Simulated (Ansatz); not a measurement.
Ir: relaxation of cell and atoms with RPBE

Crystal: Ir.

```
CELL_PARAMETERS angstrom
0.00000 1.91560 1.91560
1.91560 0.00000 1.91560
1.91560 1.91560 0.00000
ATOMIC_POSITIONS crystal
Ir 0.00000 0.00000 0.00000
```

```yaml
Program: Ansatz 0.2.0
Task: relaxation of cell and atoms
Functional: RPBE
Potentials_or_basis: Ansatz PAW
Cutoff: "420 eV (not typed: the program's choice for these potentials)"
k_mesh: 12 × 12 × 12
Occupations: fermi-dirac, width 0.05 eV
Spin: no spin polarisation
```

* Relaxed volume: 14.66 Å³/atom
* Relaxed cell: a = 2.747 Å, b = 2.747 Å, c = 2.747 Å, α = 60.00°, β = 60.00°, γ = 60.00°
* Space group after relaxing (to 0.05 Å): Fm-3m (No. 225)
* Energy gained by relaxing: 27.6 meV/atom
* Ionic steps: 5
* Pressure after relaxing: 0.0 GPa
* Band gap on the k mesh: none (metal or under the smearing width)

The path:
```
step  energy change (eV)  largest force (eV/Å)  volume (Å³)
   1              0.0000                0.0000        14.06
   2             -0.0268                0.0000        14.75
   3             -0.0273                0.0000        14.67
   4             -0.0273                0.0000        14.66
   5             -0.0276                0.0000        14.66
```

Final structure:
```
Ir
1.0
     0.00000    1.94249    1.94249
     1.94249    0.00000    1.94249
     1.94249    1.94249    0.00000
Ir
1
Direct
  0.00000 0.00000 0.00000
```

Levels at points of the mesh, in eV from the Fermi level:
```csv
k point,band 4,band 5,band 6,band 7,band 8,band 9,band 10,band 11,band 12,band 13
"(0.00, 0.00, 0.00)",-49.32,-10.76,-3.70,-3.70,-3.70,-1.17,-1.17,13.68,19.00,19.00
"(0.00, 0.00, -0.50)",-49.42,-7.75,-3.80,-3.80,-0.71,0.82,0.82,6.92,13.32,18.86
"(0.00, -0.50, -0.50)",-49.58,-7.54,-6.99,0.78,1.37,1.37,1.66,10.06,11.32,11.32
```

Wall time 2.7 s on 2 threads of Arm Neoverse V2 (shared host), peak memory 0.27 GiB.

Caveat: the plane-wave basis is chosen anew once the cell has moved, so the energies of steps on either side of that aren't comparable; the PAW data sets come from PBE, with cores solved anew for the run's functional, which leaves a small shift of forces and pressure. Zero-point motion and thermal expansion aren't in these numbers.
